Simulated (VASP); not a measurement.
# TiO2 (P4_2/mnm) in VASP: further runs

The runs below take TiO2 through single point, relaxation of cell and atoms, with PBE, vdW-DF2.

Program: VASP 6.6.1. These are calculated values, not measurements. Logs are shortened: lines on timing, memory, paths and dates and some standing lists are left out, and cuts for length are marked.

### 1 The crystal as given

It takes space group P4_2/mnm (No. 136, tetragonal). Conventional cell: a = 4.600 Å, b = 4.600 Å, c = 2.959 Å, α = 90.00°, β = 90.00°, γ = 90.00°. Ti (site symmetry mmm) has 6 O at 1.95 to 1.98 Å as nearest neighbours. O (site symmetry m2m) is surrounded by 3 Ti at 1.95 to 1.98 Å.

The cell is a database's computed one.

### 2 Single point, PBE

File INCAR:

```
PREC = Accurate ; ENCUT = 520
EDIFF = 1E-6 ; ISMEAR = 0
SIGMA = 0.012 ; LREAL = F
LASPH = T ; NELM = 100
ALGO = Normal ; ISIF = 2
LWAVE = F ; LCHARG = F
GGA = PE ; NBANDS = 33
```

File KPOINTS:

```
regular mesh
0
Gamma
  6 6 9
```

File POSCAR:

```
TiO2
1.0
    4.5998373239      0.0000000000      0.0000000000
    0.0000000000      4.5998373239      0.0000000000
    0.0000000000      0.0000000000      2.9592135600
Ti O
2 4
Direct
    0.0000000000      0.0000000000      0.5000000000
    0.5000000000      0.5000000000      0.0000000000
    0.3043213200      0.3043213200      0.5000000000
    0.1956786800      0.8043213200      0.0000000000
    0.8043213200      0.1956786800      0.0000000000
    0.6956786800      0.6956786800      0.5000000000
```

Potentials or basis: VASP PAW PBE potentials, release 64 (Ti_sv, O).

Started as:

```
cat potpaw_PBE.64/Ti_sv/POTCAR potpaw_PBE.64/O/POTCAR > POTCAR
mpirun -np 1 vasp_std > vasp.out
```

OUTCAR:

```text
PREC = Accurate
   ENCUT = 520
   EDIFF = 1E-6
   ISMEAR = 0
   LREAL = F
   LASPH = T
   NELM = 100
   ISIF = 2
   GGA = PE

 ion  position               nearest neighbor table
   1  0.000  0.000  0.500-   4 1.95   5 1.95   4 1.95   5 1.95   3 1.98   6 1.98
   2  0.500  0.500  0.000-   3 1.95   6 1.95   3 1.95   6 1.95   5 1.98   4 1.98
   3  0.304  0.304  0.500-   2 1.95   2 1.95   1 1.98
   4  0.196  0.804  0.000-   1 1.95   1 1.95   2 1.98
   5  0.804  0.196  0.000-   1 1.95   1 1.95   2 1.98
   6  0.696  0.696  0.500-   2 1.95   2 1.95   1 1.98

  LATTYP: Found a simple tetragonal cell.
 ALAT       =     4.5998373239
 C/A-ratio  =     0.6433300466

  Lattice vectors:

 A1 = (   4.5998373239,   0.0000000000,   0.0000000000)
 A2 = (   0.0000000000,   4.5998373239,   0.0000000000)
 A3 = (   0.0000000000,   0.0000000000,   2.9592135600)

Analysis of symmetry for initial positions (statically):
=====================================================================
 Subroutine PRICEL returns:
 Original cell was already a primitive cell.

 Routine SETGRP: Setting up the symmetry group for a
 simple tetragonal supercell.

 Subroutine GETGRP returns: Found 16 space group operations
 (whereof  8 operations were pure point group operations)
 out of a pool of 16 trial point group operations.

The static configuration has the point symmetry D_2h.
 The point group associated with its full space group is D_4h.

Analysis of symmetry for dynamics (positions and initial velocities):
=====================================================================
 Subroutine PRICEL returns:
 Original cell was already a primitive cell.

 Routine SETGRP: Setting up the symmetry group for a
 simple tetragonal supercell.

 Subroutine GETGRP returns: Found 16 space group operations
 (whereof  8 operations were pure point group operations)
 out of a pool of 16 trial point group operations.

The dynamic configuration has the point symmetry D_2h.
 The point group associated with its full space group is D_4h.

 Subroutine INISYM returns: Found 16 space group operations
 (whereof  8 operations are pure point group operations),
 and found     1 'primitive' translations

----------------------------------------------------------------------------------------

                                     Primitive cell

  volume of cell :      62.6125

  direct lattice vectors                    reciprocal lattice vectors
     4.599837324  0.000000000  0.000000000     0.217398993  0.000000000  0.000000000
     0.000000000  4.599837324  0.000000000     0.000000000  0.217398993  0.000000000
     0.000000000  0.000000000  2.959213560     0.000000000  0.000000000  0.337927622

  length of vectors
     4.599837324  4.599837324  2.959213560     0.217398993  0.217398993  0.337927622

  position of ions in fractional coordinates (direct lattice)
     0.000000000  0.000000000  0.500000000
     0.500000000  0.500000000  0.000000000
     0.304321320  0.304321320  0.500000000
     0.195678680  0.804321320  0.000000000
     0.804321320  0.195678680  0.000000000
     0.695678680  0.695678680  0.500000000

  ion indices of the primitive-cell ions
   primitive index   ion index
                 1           1
                 2           2
                 3           3
                 4           4
                 5           5
                 6           6

----------------------------------------------------------------------------------------

 KPOINTS: regular mesh

Automatic generation of k-mesh.
 Grid dimensions read from file:
 generate k-points for:    6    6    9

 Generating k-lattice:

  Cartesian coordinates                     Fractional coordinates (reciprocal lattice)
     0.036233165  0.000000000  0.000000000     0.166666667  0.000000000  0.000000000
     0.000000000  0.036233165  0.000000000     0.000000000  0.166666667  0.000000000
     0.000000000  0.000000000  0.037547514     0.000000000  0.000000000  0.111111111

  Length of vectors
     0.036233165  0.036233165  0.037547514

  Shift w.r.t. Gamma in fractional coordinates (k-lattice)
     0.000000000  0.000000000  0.000000000

 Subroutine IBZKPT returns following result:
 ===========================================

 Found     50 irreducible k-points:

 Following reciprocal coordinates:
            Coordinates               Weight
  0.000000  0.000000  0.000000      1.000000
  0.166667  0.000000  0.000000      4.000000
  0.333333  0.000000  0.000000      4.000000
  0.500000  0.000000  0.000000      2.000000
  0.166667  0.166667  0.000000      4.000000
  0.333333  0.166667  0.000000      8.000000
[... 16 lines left out ...]
  0.333333  0.000000  0.222222      8.000000
  0.500000  0.000000  0.222222      4.000000
 [... further k-points ...]
   k-points           NKPTS =     50   k-points in BZ     NKDIM =     50   number of bands    NBANDS=     33
   number of dos      NEDOS =    301   number of ions     NIONS =      6
   total plane-waves  NPLWV =  31104
   dimension x,y,z NGX =    36 NGY =   36 NGZ =   24
   dimension x,y,z NGXF=    72 NGYF=   72 NGZF=   48
   ions per type =               2   4
   NGX,Y,Z   is equivalent  to a cutoff of  13.01, 13.01, 13.48 a.u.
   NGXF,Y,Z  is equivalent  to a cutoff of  26.02, 26.02, 26.97 a.u.
 SYSTEM =  unknown system
   PREC   = accura    normal or accurate (medium, high low for compatibility)
   ISTART =      0    job   : 0-new  1-cont  2-samecut
   ICHARG =      2    charge: 1-file 2-atom 10-const
   ISPIN  =      1    spin polarized calculation?
   LNONCOLLINEAR =      F non collinear calculations
   LSORBIT =      F    spin-orbit coupling
   LASPH  =      T    aspherical Exc in radial PAW
   ENCUT  =  520.0 eV  38.22 Ry    6.18 a.u.   8.55  8.55  5.50*2*pi/ulx,y,z
   NELM   =    100;   NELMIN=  2; NELMDL= -5     # of ELM steps
   EDIFF  = 0.1E-05   stopping-criterion for ELM
   LREAL  =      F    real-space projection
   EDIFFG = 0.1E-04   stopping-criterion for IOM
   NSW    =      0    number of steps for IOM
   IBRION =     -1    ionic relax: 0-MD 1-quasi-New 2-CG
   NFREE  =      0    steps in history (QN), initial steepest desc. (CG)
   ISIF   =      2    stress and relaxation
   ISYM   =      2    0-nonsym 1-usesym 2-fastsym
   POTIM  = 0.5000    time-step for ionic-motion
   TEBEG  =    0.0;   TEEND  =   0.0 temperature during run
   PSTRESS=    0.0 pullay stress
   NELECT =      48.0000    total number of electrons
   NUPDOWN=      -1.0000    fix difference up-down
   EMIN   =  10.00;   EMAX   =-10.00  energy-range for DOS
   EFERMI =   0.00;   METHOD = LEGACY
   ISMEAR =     0;   SIGMA  =   0.01  broadening in eV -4-tet -1-fermi 0-gaus
   EFERMI_NEDOS =   21; number of points for ismear=-14 and -15
   IALGO  =     38    algorithm
   IMIX   =      4    mixing-type and parameters
     AMIX     =   0.40;   BMIX     =  1.00
     AMIX_MAG =   1.60;   BMIX_MAG =  1.00
  volume/ion in A,a.u.               =      10.44        70.42
  Fermi-wavevector in a.u.,A,eV,Ry     =   1.498309  2.831394 30.544140  2.244931
  Thomas-Fermi vector in A             =   2.610085
   LORBIT       =      0    0 simple, 1 ext, 2 COOP (PROOUT), +10 PAW based schemes
   GGA     = PE    functional components
   LHFCALC =     F    Hartree Fock is set to
   AEXX    =    0.0000 exact exchange contribution
   IVDW    =     0    specifies the selected vdW correction
   LEPSILON=     F    determine dielectric tensor
   LRPA    =     F    only Hartree local field effects (RPA)
 non-spin polarized calculation
 Gauss-broadening in eV      SIGMA  =   0.01
  energy-cutoff  :      520.00
  volume of cell :       62.61
 maximum number of plane-waves:      1720
 NGX is ok and might be reduce to    36
   NGX = 17   NGY = 17   NGZ = 11

 number of electron      48.0000021 magnetization

 Free energy of the ion-electron system (eV)
  ---------------------------------------------------
  ext. energy  EPLUGINS =         0.00000000
  ---------------------------------------------------
  free energy    TOTEN  =       -53.65236306 eV

  energy without entropy =      -53.65236306  energy(sigma->0) =      -53.65236306

 E-fermi :   5.0380     XC(G=0): -11.3976

 val. band max:        4.8288238700   @ k =   0.0000   0.0000   0.0000
 cond. band min:       6.6672545534   @ k =   0.0000   0.0000   0.0000
 fundamental gap:      1.8384306834
 Fermi energy:         5.0379679932

 k-point     1 :       0.0000    0.0000    0.0000
  band No.  band energies     occupation
      1     -52.1127      2.00000
      2     -52.0959      2.00000
      3     -28.4173      2.00000
      4     -28.4173      2.00000
      5     -28.2545      2.00000
      6     -28.2545      2.00000
[... 25 lines left out ...]
     32      11.3811      0.00000
     33      11.3817      0.00000

 k-point     2 :       0.1667    0.0000    0.0000
  band No.  band energies     occupation
      1     -52.1116      2.00000
      2     -52.0970      2.00000
      3     -28.4086      2.00000
      4     -28.4078      2.00000
      5     -28.2651      2.00000
      6     -28.2642      2.00000
[... 25 lines left out ...]
     32      11.2874      0.00000
     33      11.3073      0.00000

 k-point     3 :       0.3333    0.0000    0.0000
  band No.  band energies     occupation
      1     -52.1085      2.00000
      2     -52.1001      2.00000
      3     -28.3853      2.00000
      4     -28.3832      2.00000
      5     -28.2918      2.00000
      6     -28.2895      2.00000
[... 25 lines left out ...]
     32      11.0996      0.00000
     33      11.1379      0.00000

 k-point     4 :       0.5000    0.0000    0.0000
  band No.  band energies     occupation
      1     -52.1043      2.00000
      2     -52.1043      2.00000
      3     -28.3647      2.00000
      4     -28.3647      2.00000
      5     -28.3112      2.00000
      6     -28.3112      2.00000
[... 673 lines left out ...]
     32      10.6052      0.00000
     33      10.8505      0.00000

 k-point    23 :       0.3333    0.0000    0.2222
  band No.  band energies     occupation
      1     -52.0911      2.00000
      2     -52.0846      2.00000
      3     -28.4074      2.00000
      4     -28.3914      2.00000
      5     -28.3384      2.00000
      6     -28.3284      2.00000
[... 25 lines left out ...]
     32      10.1944      0.00000
     33      10.9272      0.00000

 k-point    24 :       0.5000    0.0000    0.2222
  band No.  band energies     occupation
      1     -52.0878      2.00000
      2     -52.0878      2.00000
      3     -28.4026      2.00000
      4     -28.4026      2.00000
      5     -28.3193      2.00000
      6     -28.3193      2.00000
[... 25 lines left out ...]
     32      10.0207      0.00000
     33      11.3465      0.00000

 [... further k-points ...]

------------------------ aborting loop because EDIFF is reached ----------------------------------------

  FORCE on cell =-STRESS in cart. coord.  units (eV):
  Direction    XX          YY          ZZ          XY          YZ          ZX
  --------------------------------------------------------------------------------------
  -------------------------------------------------------------------------------------
  Total        1.9934631      1.9934631      1.7886830      0.0000000      0.0000000      0.0000000
  in kB       51.0102598     51.0102598     45.7701889      0.0000000      0.0000000      0.0000000
  external PRESSURE =      49.2635695 kB  Pullay stress =       0.0000000 kB

 VOLUME and BASIS-vectors are now :
 -----------------------------------------------------------------------------
  energy-cutoff  :      520.00
  volume of cell :       62.61
      direct lattice vectors                 reciprocal lattice vectors
     4.599837324  0.000000000  0.000000000     0.217398993  0.000000000  0.000000000
     0.000000000  4.599837324  0.000000000     0.000000000  0.217398993  0.000000000
     0.000000000  0.000000000  2.959213560     0.000000000  0.000000000  0.337927622

 POSITION                                       TOTAL-FORCE (eV/Angst)
 -----------------------------------------------------------------------------------
      0.00000      0.00000      1.47961        -0.000000      0.000000      0.000000
      2.29992      2.29992      0.00000        -0.000000      0.000000      0.000000
      1.39983      1.39983      1.47961        -0.014801     -0.014801     -0.000000
      0.90009      3.69975      0.00000         0.014801     -0.014801      0.000000
      3.69975      0.90009      0.00000        -0.014801      0.014801      0.000000
      3.20001      3.20001      1.47961         0.014801      0.014801      0.000000
 -----------------------------------------------------------------------------------
    total drift:                                0.000000      0.000000      0.000000

  FREE ENERGIE OF THE ION-ELECTRON SYSTEM (eV)
  ---------------------------------------------------
  free  energy   TOTEN  =       -53.6523630643 eV

  energy  without entropy=      -53.6523630643  energy(sigma->0) =      -53.65236306
```

It took 85 s on 1 thread of Intel Xeon Platinum 8259CL at 2.50GHz (Skylake/Cascade Lake), shared host; peak memory 0.22 GiB.

What came out:

| Quantity | Value |
| --- | --- |
| Free energy | -53.6524 eV |
| Pressure | 4.9 GPa |
| Largest force | 0.021 eV/Å |
| Band gap on the k mesh | 1.84 eV, direct |

Forces on the atoms (eV/Å):
```
Ti   0.000  0.000  0.000
Ti   0.000  0.000  0.000
O   -0.015 -0.015  0.000
O    0.015 -0.015  0.000
O   -0.015  0.015  0.000
O    0.015  0.015  0.000
```

Caveat: an odd mesh through Γ misses points on the zone boundary, where band edges often lie.

### 3 Single point, PBE

File INCAR:

```
ALGO = Normal ; EDIFF = 1E-6
ENCUT = 520 ; GGA = PE
ISIF = 2 ; ISMEAR = 0
LASPH = T ; LCHARG = F
LREAL = F ; LWAVE = F
NELM = 60 ; PREC = Accurate
SIGMA = 0.013000000000000001
```

File KPOINTS:

```
k-points
0
Gamma
  6 6 9
```

POSCAR is that of step 2.

Potentials or basis: VASP PAW PBE potentials, release 64 (Ti_sv, O).

Started as:

```
cat potpaw_PBE.64/Ti_sv/POTCAR potpaw_PBE.64/O/POTCAR > POTCAR
mpirun -np 1 vasp_std > vasp.out
```

Wall time 40 s (1 thread of Intel Xeon Platinum 8559C (Emerald Rapids), shared host); peak memory 0.22 GiB.

It converged, with:

```yaml
Free_energy: -53.6524 eV
Pressure: 4.9 GPa
Largest_force: 0.021 eV/Å
Band_gap_on_the_k_mesh: 1.84 eV, direct
```

Forces in eV/Å, atoms in the order of the input:
```
Ti   0.000  0.000  0.000
Ti   0.000  0.000  0.000
O   -0.015 -0.015  0.000
O    0.015 -0.015  0.000
O   -0.015  0.015  0.000
O    0.015  0.015  0.000
```

Stress tensor (GPa, compression positive):
```
5.10 0.00 0.00
0.00 5.10 0.00
0.00 0.00 4.57
```

Levels at points of the mesh, in eV from the valence-band top:
| k point | band 20 | band 21 | band 22 | band 23 | band 24 | band 25 | band 26 | band 27 | band 28 |
| --- | --- | --- | --- | --- | --- | --- | --- | --- | --- |
| (0.00, 0.00, 0.00) | -1.99 | -0.71 | -0.46 | -0.46 | 0.00 | 1.84 | 2.13 | 2.37 | 2.47 |
| (0.50, 0.00, 0.00) | -3.06 | -1.65 | -1.65 | -0.74 | -0.74 | 2.50 | 2.50 | 3.00 | 3.00 |
| (0.50, 0.50, 0.00) | -2.19 | -1.31 | -1.31 | -1.08 | -1.08 | 1.87 | 1.87 | 2.49 | 2.49 |

Caveat: an odd mesh through Γ misses points on the zone boundary, where band edges often lie.

### 4 Relaxation of cell and atoms, vdW-DF2

File INCAR:

```
SYSTEM = TiO2
PREC = Accurate ; ENCUT = 600
EDIFF = 1E-7 ; ISMEAR = -1
SIGMA = 0.05 ; LREAL = .False.
LASPH = .True. ; NELM = 60
ALGO = Normal ; ISIF = 3
LWAVE = .False. ; LCHARG = .False.
GGA = ML ; LUSE_VDW = .True.
AGGAC = 0.0 ; ZAB_VDW = -1.8867
IBRION = 2 ; NSW = 60
EDIFFG = -0.02
```

File KPOINTS:

```
regular mesh
0
Gamma
  6 6 9
  0 0 0
```

POSCAR is that of step 3.

Started as:

```
cat potpaw_PBE.64/Ti_sv/POTCAR potpaw_PBE.64/O/POTCAR > POTCAR
mpirun -np 1 vasp_std > vasp.out
```

Wall time 9.5 min (1 thread of Intel Xeon Platinum 8559C (Emerald Rapids), shared host); peak memory 0.48 GiB.

It converged, with:

```yaml
Free_energy: -41.1727 eV
Relaxed_volume: 11.09 Å³/atom
Relaxed_cell: a = 4.699 Å, b = 4.699 Å, c = 3.013 Å, α = 90.00°, β = 90.00°, γ = 90.00°
Space_group_after_relaxing_to_0.05_Å: P4_2/mnm (No. 136)
Energy_gained_by_relaxing: 27.1 meV/atom
Ionic_steps: 6
Pressure_after_relaxing: 0.0 GPa
Largest_force_after_relaxing: 0.004 eV/Å
Band_gap_on_the_k_mesh: 1.71 eV, direct
```

Forces in eV/Å, atoms in the order of the input:
```
Ti   0.000  0.000  0.000
Ti   0.000  0.000  0.000
O   -0.003 -0.003  0.000
O    0.003 -0.003  0.000
O   -0.003  0.003  0.000
O    0.003  0.003  0.000
```

The path:
```csv
step,energy change (eV),largest force (eV/Å),pressure (GPa),volume (Å³)
1,0.0000,0.2162,14.24,62.61
2,0.0790,0.4463,-13.45,71.40
3,-0.1587,0.1381,-0.05,66.37
4,-0.1587,0.1322,0.20,66.29
5,-0.1621,0.0424,0.08,66.44
6,-0.1626,0.0045,0.04,66.53
```

Final structure:
```
CELL_PARAMETERS angstrom
4.69924 0.00000 0.00000
0.00000 4.69924 0.00000
0.00000 0.00000 3.01253
ATOMIC_POSITIONS crystal
Ti 0.00000 0.00000 0.50000
Ti 0.50000 0.50000 0.00000
O 0.30488 0.30488 0.50000
O 0.19512 0.80488 0.00000
O 0.80488 0.19512 0.00000
O 0.69512 0.69512 0.50000
```

Levels at points of the mesh, in eV from the valence-band top:
```csv
k point,band 20,band 21,band 22,band 23,band 24,band 25,band 26,band 27,band 28
"(0.00, 0.00, 0.00)",-1.86,-0.69,-0.43,-0.43,0.00,1.71,1.98,2.17,2.26
"(0.50, 0.00, 0.00)",-2.86,-1.53,-1.53,-0.66,-0.66,2.29,2.29,2.70,2.70
"(0.50, 0.50, 0.00)",-1.98,-1.24,-1.24,-1.03,-1.03,1.74,1.74,2.28,2.28
```

Caveat: the PAW data sets were made with another functional, which shifts forces and pressure a little; an odd mesh through Γ misses points on the zone boundary, where band edges often lie.

### 5 Overview

```tsv
task	level	cell	cutoff (eV)	smearing	gap on the mesh (eV)	pressure (GPa)	largest force (eV/Å)
single point	PBE	as given	520	gaussian 0.012 eV	1.84	4.9	0.02
single point	PBE	as given	520	gaussian 0.013 eV	1.84	4.9	0.02
relaxation of cell and atoms	vdW-DF2	relaxed	600	fermi-dirac 0.05 eV	1.71	0.0	-
```

Alike in all rows: potentials or basis VASP PAW PBE potentials, release 64 (Ti_sv, O); no spin polarisation; k mesh 6 × 6 × 9.

Caveats: an odd mesh through Γ misses points on the zone boundary, where band edges often lie; the PAW data sets were made with another functional, which shifts forces and pressure a little (some runs).

Absolute energies hang on the potentials; compare differences alone.

### 6 Against experiment

Step 2. The gap isn't set beside the measured one, since this odd mesh misses points on the zone boundary.

Step 3. The gap isn't set beside the measured one, since this odd mesh misses points on the zone boundary.
